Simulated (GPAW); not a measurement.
Runs of GPAW 26.7.0 on BP. The structure is cubic, space group F-43m (No. 216). Conventional cell: a = 4.538 Å, b = 4.538 Å, c = 4.538 Å, α = 90.00°, β = 90.00°, γ = 90.00°. Around P (site symmetry -43m) lie 4 B at 1.97 Å. B (site symmetry -43m) has 4 P at 1.97 Å as nearest neighbours. 

```tsv
task	level	potentials or basis	k mesh	cutoff (eV)	maxiter	band path	band points	other keys	mesh quality	gap on the mesh (eV)	pressure (GPa)
band structure	PBE	PAW data sets generated in the run's folder for this functional, pw	10 × 10 × 10	800	150	GXWKGLUWLK,UX	100	-	not flagged	1.24	1.4
single point	BHandHLYP	GPAW PAW data sets (gpaw-data 1.2.1), pw	5 × 5 × 5	600	60	-	-	-	coarse	(b)	-
band structure	PBE	SG15 ONCV 1.2, pw	10 × 10 × 10	1100	150	GXWKGLUWLK,UX	60	-	not flagged	(a)	0.4
single point	PBE	GPAW PAW data sets (gpaw-data 1.2.1), pw	10 × 10 × 10	1200	100	-	-	several, not listed	not flagged	1.24	1.5
```

Alike in all rows: no spin polarisation; cell as given; smearing fermi-dirac 0.05 eV.

**Question.** Estimate the missing entries.

**Answer.** (a) 1.28; (b) 4.58.

Caveats: some runs use coarse meshes; the PAW data sets were made with another functional, which shifts forces and pressure a little (some runs); an odd mesh through Γ misses points on the zone boundary, where band edges often lie (some runs).
